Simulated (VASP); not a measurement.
**Results of a VASP single-point calculation on NaCl (strained rocksalt)**

POSCAR

```
Na Cl
 1.0000000000000000
     0.0000000000000000    2.6905908724000001    2.6905908724000001
     2.6905908724000001    0.0000000000000000    2.6905908724000001
     2.6905908724000001    2.6905908724000001    0.0000000000000000
 Na  Cl
   1   1
Cartesian
  0.0000000000000000  0.0000000000000000  0.0000000000000000
  2.6905908723999996  2.6905908723999996  2.6905908723999996
```

- gap between bands v and c: 5.71 eV
- least direct gap: 5.71 eV

Band v is the last that the valence electrons fill when counted band by band, and c is the next. Levels in eV from the top of v:

| point | v−1 | v | c | c+1 |
| --- | --- | --- | --- | --- |
| Γ | 0.00 | 0.00 | 5.71 | 11.23 |
| X | -0.74 | -0.74 | 7.91 | 7.94 |
| K | -1.40 | -0.63 | 8.46 | 9.49 |
| L | -0.35 | -0.35 | 7.51 | 11.30 |
| W | -1.49 | -0.96 | 9.41 | 10.05 |

Problem. Which of these levels of theory gave these results?
A. PBE0
B. r²SCAN
C. HSE06
D. PBE with spin–orbit coupling
E. PBE
F. LDA
G. PBEsol

Solution. E.

The INCAR was:

```
GGA = PE
NSW = 0
ISMEAR = -1
NBANDS = 14
LCHARG = .FALSE.
LASPH = .TRUE.
ISIF = 2
IBRION = -1
EDIFF = 1E-7
LREAL = .FALSE.
ENCUT = 520
SIGMA = 0.02
PREC = Accurate
NELM = 120
LWAVE = .FALSE.
```
